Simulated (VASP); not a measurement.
# BaTiO3 (Barioperovskite) (Amm2) in VASP: notebook, part 2 of 3

VASP 6.6.1.

## Step 4: Equation of state, r2SCAN, 12.60 Å³/atom (a relaxed cell with its volume scaled by 0.96)

INCAR reads:

```
SYSTEM = BaTiO3
PREC = Accurate ; ENCUT = 520
EDIFF = 1E-6 ; ISMEAR = 0
SIGMA = 0.02 ; LREAL = .FALSE.
LASPH = .TRUE. ; NELM = 80
ALGO = Normal ; ISIF = 2
LWAVE = .FALSE. ; LCHARG = .FALSE.
METAGGA = R2SCAN ; LMIXTAU = .TRUE.
KPAR = 2
```

KPOINTS reads:

```
Automatic mesh
0
G
  6 6 6
  0 0 0
```

POSCAR reads:

```
BaTiO3                                  
1.0
    3.9260940997      0.0000000000      0.0000000000
    0.0000000000      2.8248110487      2.8398033716
    0.0000000000     -2.8248110487      2.8398033716
  Ba              Ti              O             
     1     1     3
Direct
     0.0000000000000000    0.0072004415615849    0.0072004415615849
     0.5000000000000000    0.5225776600446341    0.5225776600446341
     0.5000000000000000    0.9812154703463826    0.4940823706970910
     0.5000000000000000    0.4940823706970910    0.9812154703463826
     0.0000000000000000    0.4918040573503116    0.4918040573503116
```

Run with:

```console
$ cat potpaw_PBE.64/Ba_sv/POTCAR potpaw_PBE.64/Ti_sv/POTCAR potpaw_PBE.64/O/POTCAR > POTCAR
$ mpirun -np 2 vasp_std > vasp.out
```

It took 93 s on 2 MPI ranks of Intel Xeon 6975P-C (Granite Rapids), shared host; peak memory 0.21 GiB.

It converged, with:

| Item | Value |
| --- | --- |
| Free energy | -74.2045 eV |
| Pressure | 7.9 GPa |
| Largest force | 0.447 eV/Å |
| Band gap on the k mesh | 2.68 eV, indirect (least direct gap 3.10 eV) |

Caveat: the PAW data sets were made with another functional, which shifts forces and pressure a little; spin-orbit coupling is left out, which moves the levels of the heavy elements.

## Step 5: Equation of state, r2SCAN, 12.86 Å³/atom (a relaxed cell with its volume scaled by 0.98)

INCAR is that of step 4.

KPOINTS is that of step 4.

POSCAR, as its differences from that of step 4:

```diff
@@ -2,5 +2,5 @@
 1.0
-    3.9260940997      0.0000000000      0.0000000000
-    0.0000000000      2.8248110487      2.8398033716
-    0.0000000000     -2.8248110487      2.8398033716
+    3.9531714664      0.0000000000      0.0000000000
+    0.0000000000      2.8442931199      2.8593888413
+    0.0000000000     -2.8442931199      2.8593888413
   Ba              Ti              O
```

Run with:

```console
$ cat potpaw_PBE.64/Ba_sv/POTCAR potpaw_PBE.64/Ti_sv/POTCAR potpaw_PBE.64/O/POTCAR > POTCAR
$ mpirun -np 2 vasp_std > vasp.out
```

It took 93 s on 2 MPI ranks of Intel Xeon 6975P-C (Granite Rapids), shared host; peak memory 0.22 GiB.

Results (log left out):

| Item | Value |
| --- | --- |
| Free energy | -74.2539 eV |
| Pressure | 3.8 GPa |
| Largest force | 0.216 eV/Å |
| Band gap on the k mesh | 2.62 eV, indirect (least direct gap 3.06 eV) |

Caveat: the PAW data sets were made with another functional, which shifts forces and pressure a little; spin-orbit coupling is left out, which moves the levels of the heavy elements.

## Step 6: Equation of state, r2SCAN, 13.12 Å³/atom

INCAR is that of step 5.

KPOINTS is that of step 5.

POSCAR, as its differences from that of step 5:

```diff
@@ -2,5 +2,5 @@
 1.0
-    3.9531714664      0.0000000000      0.0000000000
-    0.0000000000      2.8442931199      2.8593888413
-    0.0000000000     -2.8442931199      2.8593888413
+    3.9798828947      0.0000000000      0.0000000000
+    0.0000000000      2.8635118996      2.8787096222
+    0.0000000000     -2.8635118996      2.8787096222
   Ba              Ti              O
```

Potentials or basis: VASP PAW PBE potentials, release 64 (Ba_sv, Ti_sv, O).

Run with:

```console
$ cat potpaw_PBE.64/Ba_sv/POTCAR potpaw_PBE.64/Ti_sv/POTCAR potpaw_PBE.64/O/POTCAR > POTCAR
$ mpirun -np 2 vasp_std > vasp.out
```

Run time: 91 s. Hardware: 2 MPI ranks of Intel Xeon 6975P-C (Granite Rapids), shared host; peak memory 0.23 GiB.

It converged, with:

```yaml
Free_energy: -74.2717 eV
Pressure: 0.2 GPa
Largest_force: 0.013 eV/Å
Band_gap_on_the_k_mesh: 2.57 eV, indirect (least direct gap 3.02 eV)
```

Caveat: the PAW data sets were made with another functional, which shifts forces and pressure a little; spin-orbit coupling is left out, which moves the levels of the heavy elements.

## Step 7: Equation of state, r2SCAN, 13.39 Å³/atom (a relaxed cell with its volume scaled by 1.02)

INCAR is that of step 6.

KPOINTS is that of step 6.

POSCAR, as its differences from that of step 6:

```diff
@@ -2,5 +2,5 @@
 1.0
-    3.9798828947      0.0000000000      0.0000000000
-    0.0000000000      2.8635118996      2.8787096222
-    0.0000000000     -2.8635118996      2.8787096222
+    4.0062405032      0.0000000000      0.0000000000
+    0.0000000000      2.8824761073      2.8977744800
+    0.0000000000     -2.8824761073      2.8977744800
   Ba              Ti              O
```

Run with:

```console
$ cat potpaw_PBE.64/Ba_sv/POTCAR potpaw_PBE.64/Ti_sv/POTCAR potpaw_PBE.64/O/POTCAR > POTCAR
$ mpirun -np 2 vasp_std > vasp.out
```

Wall time 1.9 min (2 MPI ranks of Intel Xeon 6975P-C (Granite Rapids), shared host); peak memory 0.23 GiB.

Results (log left out):

```
Free energy            : -74.2610 eV
Pressure               : -3.2 GPa
Largest force          : 0.202 eV/Å
Band gap on the k mesh : 2.51 eV, indirect (least direct gap 2.98 eV)
```

Caveat: the PAW data sets were made with another functional, which shifts forces and pressure a little; spin-orbit coupling is left out, which moves the levels of the heavy elements.

## Step 8: Equation of state, r2SCAN, 13.65 Å³/atom (a relaxed cell with its volume scaled by 1.04)

INCAR is that of step 7.

KPOINTS is that of step 7.

POSCAR, as its differences from that of step 7:

```diff
@@ -2,5 +2,5 @@
 1.0
-    4.0062405032      0.0000000000      0.0000000000
-    0.0000000000      2.8824761073      2.8977744800
-    0.0000000000     -2.8824761073      2.8977744800
+    4.0322557808      0.0000000000      0.0000000000
+    0.0000000000      2.9011940091      2.9165917246
+    0.0000000000     -2.9011940091      2.9165917246
   Ba              Ti              O
```

Run with:

```console
$ cat potpaw_PBE.64/Ba_sv/POTCAR potpaw_PBE.64/Ti_sv/POTCAR potpaw_PBE.64/O/POTCAR > POTCAR
$ mpirun -np 2 vasp_std > vasp.out
```

Wall time 1.8 min (2 MPI ranks of Intel Xeon 6975P-C (Granite Rapids), shared host); peak memory 0.23 GiB.

It converged, with:

| Quantity | Value |
| --- | --- |
| Free energy | -74.2246 eV |
| Pressure | -6.1 GPa |
| Largest force | 0.392 eV/Å |
| Band gap on the k mesh | 2.46 eV, indirect (least direct gap 2.94 eV) |

Caveat: the PAW data sets were made with another functional, which shifts forces and pressure a little; spin-orbit coupling is left out, which moves the levels of the heavy elements.

## Step 9: Equation of state, r2SCAN

This run uses another cell than the first one, of 13.12 Å³/atom, 1.020 times its volume.

Potentials or basis: VASP PAW PBE potentials, release 64 (Ba_sv, Ti_sv, O).

No new run: the results of the series are fitted here.

Results:

```yaml
Equilibrium_volume: 13.15 Å³/atom
Bulk_modulus_at_fixed_shape_and_positions: 172 GPa
Pressure_derivative_of_the_bulk_modulus: "4.3 (rough: it moves with the points fitted)"
```

Energy against volume, from the lowest point:
| volume (Å³/atom) | energy (meV/atom) |
| --- | --- |
| 12.598 | 13.44 |
| 12.860 | 3.55 |
| 13.123 | 0.00 |
| 13.385 | 2.15 |
| 13.648 | 9.42 |

Caveat: the cell was scaled at fixed shape and fractional positions, which overstates the stiffness of a crystal with free parameters, most of all of layers and chains; the PAW data sets were made with another functional, which shifts forces and pressure a little. Spin-orbit coupling is left out, which matters for the levels of Ba.

(Continued in part 3 of 3.)
